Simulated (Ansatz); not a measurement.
# Sn (I4_1/amd) in Ansatz: further runs

The runs below take Sn through relaxation of cell and atoms, with PBE.

All numbers are computed with Ansatz 0.2.0; they aren't measurements. Logs are shortened: lines on timing, memory, paths and dates and some standing lists are left out, and cuts for length are marked.

## (1) The crystal as given

Symmetry: I4_1/amd, No. 141, tetragonal system. Conventional cell: a = 5.880 Å, b = 5.880 Å, c = 3.199 Å, α = 90.00°, β = 90.00°, γ = 90.00°. Sn (site symmetry -4m2) is surrounded by 6 Sn at 3.05 to 3.20 Å.

## (2) Relaxation of cell and atoms, PBE

Input file input.yaml:

```yaml
crystal:
  lattice:
    - [-2.9401404553, 2.9401404553, 1.5993019889]
    - [2.9401404553, -2.9401404553, 1.5993019889]
    - [2.9401404553, 2.9401404553, -1.5993019889]
  atoms:
    - { symbol: Sn, position: [0.0, 0.0, 0.0] }
    - { symbol: Sn, position: [0.75, 0.25, 0.5] }
hamiltonian:
  xc: pbe
  pseudopotentials: { kind: paw }
kpoints:
  mp_grid: { grid: [9, 9, 9] }
scf:
  occupations: { method: fermi_dirac, width: 0.05 }
output:
  forces: true
  stress: true
  eigenvalues: true
relax:
  f_tol: 0.01
  max_steps: 40
  cell: { stress_tol: 0.05 }
```

Potentials or basis: Ansatz PAW.

Launch:

```console
$ ansatz run input.yaml --threads 2 --pin off --max-ram 5632MiB --backend cpu --events-out ev --progress --plain --runs-dir out
```

Standard output:

```text
Warning: RAYON_NUM_THREADS=2 ignored (pool sized by the plan → 2); use --threads N
Engine: ansatz 0.2.0, x86_64-unknown-linux-gnu
Pseudopotentials: kind: paw
Pseudopotential: Sn, paw, valence charge 14, recommended cutoff 420 eV (normal), Sn.paw.azcp
Functional definition: PBE
  parameter kappa = 0.804
  parameter beta = 0.06672455060314922
  exchange = pbe_x(kappa = kappa, mu = beta*pi^2/3)
  correlation = pbe_c(beta = beta)
Crystal: 2 atoms, lattice volume = 55.300 Å³
Basis set: ecut = 420 eV, 1109 PW (Γ), exchange–correlation on 60×60×60 points (8 copies of the dense FFT grid, shifted against one another)
Bands: 18, of which v1, the nominal top of the filled ones, is band 14 counted from 1 (13 counted from 0)
Symmetry: 16 space group operations
Space group: I41/amd (ITA 141), of the structure as read, at distance tolerance 3.8e-5 Å
k-points: 75 of 729
Non-local potential: Sn, projectors of the file, l = 0: 2, l = 1: 2, l = 2: 2, l = 3: 2
PAW form: soft (Blöchl's): semilocal exchange-correlation on the pseudo side does not see the compensation charge
PAW one-centre angular grid: Sn, 590 points (default); XC on 64 Gauss nodes
Initial density: superposition of atomic densities (neutral atoms: chi_scale 0, normalization atom), corrected by the library's trained network
Initial wavefunctions: pseudopotential atomic-orbital guess
Functional: x = pbe(κ = 0.804, μ = 0.2195149727645171), c = pbe(β = 0.06672455060314922)
SCF iter   1: F=—  HF=-12048.333694 eV  |F-HF|=—  |Δ(HF+E_count)|=         —  Δρ=9.57e-4  dr2=2.75e-4  ethr=1.77e-3  ⟨swp⟩=6.1  Hψ=6949  notcnv=0
preconditioner: auto → Kerker (q_TF=auto, 2.436 Å⁻¹)  [metal: Δε(μ)=0.020 eV  Ē_g=20.190 eV  σ=0.050 eV  W_gap=0.10  n_scr=16 (ndim 8)  ℏωp=26.4 eV  f_vac=0.000  D(μ)=0.94/eV (n_scr^D=4)]
SCF iter   2: F=—  HF=-12048.332737 eV  |F-HF|=—  |Δ(HF+E_count)|=   9.57e-4  Δρ=5.97e-4  dr2=1.44e-4  ethr=9.84e-7  ⟨swp⟩=2.1  Hψ=3005  notcnv=0
SCF iter   3: F=—  HF=-12048.332752 eV  |F-HF|=—  |Δ(HF+E_count)|=   1.52e-5  Δρ=3.24e-4  dr2=4.19e-5  ethr=5.13e-7  ⟨swp⟩=2.4  Hψ=2450  notcnv=0
SCF iter   4: F=—  HF=-12048.332783 eV  |F-HF|=—  |Δ(HF+E_count)|=   3.10e-5  Δρ=1.21e-4  dr2=4.75e-6  ethr=1.50e-7  ⟨swp⟩=2.0  Hψ=2403  notcnv=0
SCF iter   5: F=—  HF=-12048.332781 eV  |F-HF|=—  |Δ(HF+E_count)|=   2.87e-6  Δρ=4.58e-5  dr2=7.11e-7  ethr=1.70e-8  ⟨swp⟩=2.0  Hψ=2100  notcnv=0
SCF iter   6: F=-12048.332780 eV  HF=-12048.332780 eV  |F-HF|=8.37e-11  |Δ(HF+E_count)|=   4.25e-7  Δρ=2.55e-6  dr2=2.86e-9  ethr=3.57e-10  ⟨swp⟩=3.1  Hψ=5903  notcnv=0
SCF 1 converged in 6 iterations: F = -12048.332780 eV  dr2 = 2.86e-9
relax step   1: F+E_penalty+E_count = -12048.33278013 eV  Δ(F+E_penalty+E_count) = +0.000e0 eV  max|allowed force component| = 3.469e-18 eV/Å  Δτ_max = 0.0000 Å  P = +1.403 GPa  Ω = 55.300 Å³  (6 SCF iters, dr2 threshold 1.00e-7 eV, accepted)
Crystal: 2 atoms, lattice volume = 57.381 Å³
Basis set: ecut = 420 eV, 1129 PW (Γ), exchange–correlation on 60×60×60 points (8 copies of the dense FFT grid, shifted against one another)
Initial density: handed on by an earlier stage of this run
Initial wavefunctions: those handed on with the density
iter 1 solved again at ethr=9.08e-7 eV; its pass at ethr=3.10e-3 eV (dr2=2.54e-4 eV) is discarded
SCF iter   1: F=—  HF=-12048.338280 eV  |F-HF|=—  |Δ(HF+E_count)|=         —  Δρ=8.22e-4  dr2=2.82e-4  ethr=9.08e-7  ⟨swp⟩=2.8  Hψ=9672  notcnv=0
preconditioner: auto → Kerker (q_TF=auto, 2.421 Å⁻¹)  [metal: Δε(μ)=0.052 eV  Ē_g=20.053 eV  σ=0.050 eV  W_gap=0.24  n_scr=16 (ndim 8)  ℏωp=25.9 eV  f_vac=0.000  D(μ)=0.92/eV (n_scr^D=4)]
SCF iter   2: F=—  HF=-12048.338316 eV  |F-HF|=—  |Δ(HF+E_count)|=   3.66e-5  Δρ=5.54e-4  dr2=1.27e-4  ethr=9.08e-7  ⟨swp⟩=1.0  Hψ=1350  notcnv=0
SCF iter   3: F=—  HF=-12048.338351 eV  |F-HF|=—  |Δ(HF+E_count)|=   3.51e-5  Δρ=9.12e-5  dr2=4.96e-6  ethr=4.52e-7  ⟨swp⟩=1.3  Hψ=1399  notcnv=0
SCF iter   4: F=—  HF=-12048.338352 eV  |F-HF|=—  |Δ(HF+E_count)|=   1.12e-6  Δρ=2.91e-5  dr2=6.86e-7  ethr=1.77e-8  ⟨swp⟩=2.4  Hψ=2413  notcnv=0
SCF iter   5: F=-12048.338352 eV  HF=-12048.338352 eV  |F-HF|=1.25e-8  |Δ(HF+E_count)|=   9.94e-8  Δρ=7.12e-6  dr2=5.15e-8  ethr=7.14e-10  ⟨swp⟩=5.9  Hψ=5547  notcnv=0
SCF 2 converged in 5 iterations: F = -12048.338352 eV  dr2 = 5.15e-8
relax step   2: F+E_penalty+E_count = -12048.33835242 eV  Δ(F+E_penalty+E_count) = -5.572e-3 eV  max|allowed force component| = 1.388e-17 eV/Å  Δτ_max = 0.0000 Å  P = -0.449 GPa  Ω = 57.381 Å³  energy of the carried Pulay correction = -4.030e-4 eV  (5 SCF iters, dr2 threshold 2.00e-7 eV, accepted)
Crystal: 2 atoms, lattice volume = 56.864 Å³
iter 1 solved again at ethr=3.42e-7 eV; its pass at ethr=3.10e-3 eV (dr2=9.57e-5 eV) is discarded
SCF iter   1: F=—  HF=-12048.339224 eV  |F-HF|=—  |Δ(HF+E_count)|=         —  Δρ=1.94e-4  dr2=1.53e-5  ethr=3.42e-7  ⟨swp⟩=3.0  Hψ=8223  notcnv=0
preconditioner: auto → Kerker (q_TF=auto, 2.424 Å⁻¹)  [metal: Δε(μ)=0.056 eV  Ē_g=20.080 eV  σ=0.050 eV  W_gap=0.26  n_scr=16 (ndim 8)  ℏωp=26.1 eV  f_vac=0.000  D(μ)=0.93/eV (n_scr^D=4)]
SCF iter   2: F=—  HF=-12048.339225 eV  |F-HF|=—  |Δ(HF+E_count)|=   9.14e-7  Δρ=1.30e-4  dr2=6.74e-6  ethr=5.46e-8  ⟨swp⟩=1.1  Hψ=1355  notcnv=0
SCF iter   3: F=—  HF=-12048.339227 eV  |F-HF|=—  |Δ(HF+E_count)|=   1.87e-6  Δρ=2.13e-5  dr2=2.67e-7  ethr=2.41e-8  ⟨swp⟩=1.2  Hψ=1416  notcnv=0
SCF iter   4: F=-12048.339227 eV  HF=-12048.339227 eV  |F-HF|=9.79e-10  |Δ(HF+E_count)|=   7.56e-8  Δρ=6.46e-6  dr2=3.41e-8  ethr=7.14e-10  ⟨swp⟩=5.2  Hψ=5374  notcnv=0
SCF 3 converged in 4 iterations: F = -12048.339227 eV  dr2 = 3.41e-8
relax step   3: F+E_penalty+E_count = -12048.33922666 eV  Δ(F+E_penalty+E_count) = -8.742e-4 eV  max|allowed force component| = 1.388e-17 eV/Å  Δτ_max = 0.0000 Å  P = -0.025 GPa  Ω = 56.864 Å³  energy of the carried Pulay correction = -3.042e-4 eV  (4 SCF iters, dr2 threshold 2.00e-7 eV, accepted)
Basis set: ecut = 420 eV, 1129 PW (Γ), exchange–correlation on 64×64×64 points (8 copies of the dense FFT grid, shifted against one another)
Initial wavefunctions: pseudopotential atomic-orbital guess (no wavefunctions were taken with the density)
iter 1 solved again at ethr=1.10e-7 eV; its pass at ethr=3.10e-3 eV (dr2=3.08e-5 eV) is discarded
SCF iter   1: F=—  HF=-12048.339532 eV  |F-HF|=—  |Δ(HF+E_count)|=         —  Δρ=3.02e-5  dr2=1.19e-7  ethr=1.10e-7  ⟨swp⟩=2.9  Hψ=10211  notcnv=0
preconditioner: auto → Kerker (q_TF=auto, 2.424 Å⁻¹)  [metal: Δε(μ)=0.056 eV  Ē_g=20.081 eV  σ=0.050 eV  W_gap=0.26  n_scr=16 (ndim 8)  ℏωp=26.1 eV  f_vac=0.000  D(μ)=0.93/eV (n_scr^D=4)]
SCF iter   2: F=—  HF=-12048.339532 eV  |F-HF|=—  |Δ(HF+E_count)|=   4.89e-7  Δρ=1.53e-5  dr2=4.49e-8  ethr=4.26e-10  ⟨swp⟩=2.1  Hψ=2370  notcnv=0
SCF iter   3: F=—  HF=-12048.339532 eV  |F-HF|=—  |Δ(HF+E_count)|=   3.81e-8  Δρ=3.94e-6  dr2=8.41e-9  ethr=1.60e-10  ⟨swp⟩=2.0  Hψ=1668  notcnv=0
SCF iter   4: F=—  HF=-12048.339532 eV  |F-HF|=—  |Δ(HF+E_count)|=  5.82e-10  Δρ=9.73e-7  dr2=5.41e-10  ethr=3.00e-11  ⟨swp⟩=2.0  Hψ=1652  notcnv=0
SCF iter   5: F=-12048.339532 eV  HF=-12048.339532 eV  |F-HF|=0.00e0  |Δ(HF+E_count)|=  1.67e-10  Δρ=2.01e-7  dr2=1.67e-11  ethr=1.00e-12  ⟨swp⟩=4.6  Hψ=6787  notcnv=0
SCF 4 converged in 5 iterations: F = -12048.339532 eV  dr2 = 1.67e-11
relax step   4: F+E_penalty+E_count = -12048.33953211 eV  Δ(F+E_penalty+E_count) = -3.054e-4 eV  max|allowed force component| = 1.388e-17 eV/Å  Δτ_max = 0.0000 Å  P = -0.026 GPa  Ω = 56.864 Å³  stress off target by 3.19e-2 GPa  SCF on the basis re-selected at this cell (its energy is not comparable with the rows above)  (5 SCF iters)
basis re-selected at this cell: Δ(F+E_penalty+E_count) = -3.054e-4 eV, ΔP = -0.001 GPa vs the last step (what re-selecting the basis moved, of the pressure what is left beyond the Pulay correction that the steps carried, after the strain that the cell walked since its last selection, with what the two solves' SCF thresholds leave and, on support functions, any second-order correction that the steps lacked; it is no measure of the basis error at this ecutwfc). The dense FFT grid was sized anew with the basis: this SCF ran on 32×32×32 points, the steps before it on 30×30×30, so part of this shift can come from that change (see relax.cell in the input reference). This SCF's stress stands 3.19e-2 GPa from its target on what of the cell is left free (relax.cell.stress_tol is 5.00e-2 GPa) and its largest allowed force component is 1.39e-17 eV/Å (relax.f_tol is 1.00e-2 eV/Å): within both
SCF converged after 5 iterations
Free energy (F): -12048.339532 eV
Harris-Foulkes:  -12048.339532 eV  (|F-HF|=0.00e0)
Internal energy: -12048.332022 eV  (E = F + TS)
E sigma→0 (E₀):  -12048.335777 eV
Entropy (-TS):   -0.007511 eV (-3.755 meV/atom)
Fermi energy:    10.065536 eV
--- Per-component energies (eV) ---
  E_band       = -181.628812
  E_kinetic    = 372.238138
  E_local      = -1763.836371  (includes V_loc(G=0)·N_el)
  E_nonlocal   = -64.881157
  E_hartree    = 1088.062273
  E_xc         = -764.833693
  E_vxc        = -191.656499  (∫ρ·V_xc dr)
  E_paw        = -8272.035867  (= ΣΔE_a)
  E_vpaw       = -709.617568  (= ΣTr[D̂ρ^β])
  E_aug_tail   = -0.000001  (compensation charges beyond the density's cutoff)
  E_ewald      = -2643.045343
  E_smearing   = -0.007511  (= −TS)
  E_closure    = 0.000000  (closes the sum)
  Σ components = -12048.339532   (vs F -12048.339532, Δ=0.00e0)
--- Forces (eV/Å), atoms counted from 1 ---
  atom   1  Sn    -0.00000000    -0.00000000    -0.00000000
  atom   2  Sn     0.00000000     0.00000000     0.00000000
  max |Σ_I F_I| component: 1.73e-17 eV/Å
--- Stress (GPa, compression-positive) ---
       -0.022353       0.000000       0.000000
        0.000000      -0.022353      -0.000000
        0.000000      -0.000000      -0.031886
  P = ⅓ Tr σ = -0.0255 GPa (-0.255 kbar)
--- Band table (eV; the first three rows and the last of 75) ---
  k-point 0: bands = ["-11.5374", "-11.4725", "-11.4262", "-11.4233", "-11.2896", "-11.2896", "-11.2804", "-11.2804", "-11.2057", "-11.1086", "-0.7381", "6.2333", "8.1812", "8.1812", "13.0810", "16.0068", "16.0068", "16.6725"]
  k-point 1: bands = ["-11.5285", "-11.4739", "-11.4288", "-11.4190", "-11.2937", "-11.2850", "-11.2782", "-11.2771", "-11.2109", "-11.1177", "-0.6318", "5.5039", "8.3070", "8.7180", "13.5703", "15.1239", "15.4276", "16.6419"]
  k-point 2: bands = ["-11.5028", "-11.4766", "-11.4417", "-11.3983", "-11.3072", "-11.2744", "-11.2738", "-11.2677", "-11.2255", "-11.1421", "-0.3131", "4.2488", "8.6813", "9.4997", "13.7508", "14.2738", "14.9312", "16.3585"]
  k-point 74: bands = ["-11.4824", "-11.4812", "-11.3279", "-11.3056", "-11.3043", "-11.2975", "-11.2863", "-11.2760", "-11.2713", "-11.2704", "2.3268", "2.6547", "5.5592", "5.8946", "15.0715", "15.0791", "18.3051", "18.7702"]
--- Relaxed structure (3 steps of the walk, 3 accepted, 1 SCFs on fresh bases) ---
  F+E_penalty+E_count = -12048.33953211 eV   max|allowed force component| = 1.388e-17 eV/Å   (the final SCF, on the basis selected at the relaxed cell)
  cell:  # Å, volume = 56.8639 Å³
    - [-2.9717791845144848, 2.9717791845144848, 1.6096940716988564]
    - [2.9717791845144848, -2.9717791845144848, 1.6096940716988564]
    - [2.9717791845144848, 2.9717791845144848, -1.6096940716988564]
  atoms:
    - { symbol: Sn, position: [2.0470216194470905e-36, -8.635872457042412e-37, 1.1834343737428493e-36] }
    - { symbol: Sn, position: [0.75, 0.25, 0.49999999999999994] }
```

Wall time 4.2 s (2 threads of Intel Xeon 6975P-C (Granite Rapids), shared host); peak memory 0.41 GiB.

Results:

```
Free energy                            : -12048.3395 eV
Relaxed volume                         : 28.43 Å³/atom
Relaxed cell                           : a = 4.500 Å, b = 4.500 Å, c = 4.500 Å, α = 97.35°, β = 97.35°, γ = 138.09°
Space group after relaxing (to 0.05 Å) : I4_1/amd (No. 141)
Energy gained by relaxing              : 3.4 meV/atom
Ionic steps                            : 4
Pressure after relaxing                : 0.0 GPa
Band gap on the k mesh                 : none (metal or under the smearing width)
```

The path:
| step | energy change (eV) | largest force (eV/Å) | volume (Å³) |
| --- | --- | --- | --- |
| 1 | 0.0000 | 0.0000 | 55.30 |
| 2 | -0.0056 | 0.0000 | 57.38 |
| 3 | -0.0064 | 0.0000 | 56.86 |
| 4 | -0.0068 | 0.0000 | 56.86 |

Final structure:
```
Sn
1.0
    -2.97178    2.97178    1.60969
     2.97178   -2.97178    1.60969
     2.97178    2.97178   -1.60969
Sn
2
Direct
  0.00000 0.00000 0.00000
  0.75000 0.25000 0.50000
```

Caveat: the plane-wave basis is chosen anew once the cell has moved, so the energies of steps on either side of that aren't comparable.

## (3) Relaxation of cell and atoms, PBE, target pressure 2 GPa, at which the enthalpy is minimised

Changes to input.yaml since step 2:

```diff
@@ -22,2 +22,2 @@
   max_steps: 40
-  cell: { stress_tol: 0.05 }
+  cell: { stress_tol: 0.05, p_target: 2.0 }
```

Potentials or basis: Ansatz PAW.

Launch:

```console
$ ansatz run input.yaml --threads 2 --pin off --max-ram 5632MiB --backend cpu --events-out ev --progress --plain --runs-dir out
```

It took 4.2 s on 2 threads of Intel Xeon 6975P-C (Granite Rapids), shared host; peak memory 0.4 GiB.

It converged, with:

```
Free energy                                            : -12048.3266 eV
Relaxed volume                                         : 27.34 Å³/atom
Relaxed cell                                           : a = 4.443 Å, b = 4.443 Å, c = 4.443 Å, α = 97.34°, β = 97.34°, γ = 138.12°
Space group after relaxing (to 0.05 Å)                 : I4_1/amd (No. 141)
Energy change on relaxing (the enthalpy is what falls) : +3.1 meV/atom
Ionic steps                                            : 4
Pressure after relaxing                                : 2.0 GPa
Band gap on the k mesh                                 : none (metal or under the smearing width)
```

Step by step:
| step | energy change (eV) | largest force (eV/Å) | volume (Å³) |
| --- | --- | --- | --- |
| 1 | 0.0000 | 0.0000 | 55.30 |
| 2 | 0.0094 | 0.0000 | 54.44 |
| 3 | 0.0061 | 0.0000 | 54.69 |
| 4 | 0.0062 | 0.0000 | 54.69 |

Final structure:
```
CELL_PARAMETERS angstrom
-2.93419 2.93419 1.58805
2.93419 -2.93419 1.58805
2.93419 2.93419 -1.58805
ATOMIC_POSITIONS crystal
Sn 0.00000 0.00000 0.00000
Sn 0.75000 0.25000 0.50000
```

Levels at points of the mesh, in eV from the Fermi level:
```tsv
k point	band 12	band 13	band 14	band 15	band 16	band 17
(0.00, 0.00, 0.00)	-3.74	-2.00	-2.00	2.95	6.12	6.12
```

Caveat: the plane-wave basis is chosen anew once the cell has moved, so the energies of steps on either side of that aren't comparable.
